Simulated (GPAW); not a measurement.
Crystal: W.

```xyz
1
Lattice="-1.5823 1.5823 1.5823 1.5823 -1.5823 1.5823 1.5823 1.5823 -1.5823" Properties=species:S:1:pos:R:3 pbc="T T T"
W     0.0000    0.0000    0.0000
```

Base run:

```yaml
Program: GPAW 26.7.0
Functional: PBE
Potentials_or_basis: GPAW PAW data sets (gpaw-data 1.2.1)
Cutoff: 600 eV
Basis: pw
k_mesh: 12 × 12 × 12
Occupations: fermi-dirac, width 0.05 eV
Spin: no spin polarisation
```

Its results: pressure 5.6 GPa.

**Question.** After a change of settings the same cell gave: pressure 5.1 GPa. Which change was it?
A. k mesh from 12 × 12 × 12 to 9 × 9 × 9; spin from no spin polarisation to spin-orbit coupling, no magnetisation
B. functional from PBE to LDA; potentials or basis from GPAW PAW data sets (gpaw-data 1.2.1) to the program's PAW data sets (release 1.2.1) made for this functional
C. occupations from fermi-dirac, width 0.05 eV to gaussian, width 0.011 eV

**Answer.** A.

Caveats: spin-orbit coupling was added after a scalar SCF, so levels and gaps hold it while energy, forces, pressure and moments don't (some runs).
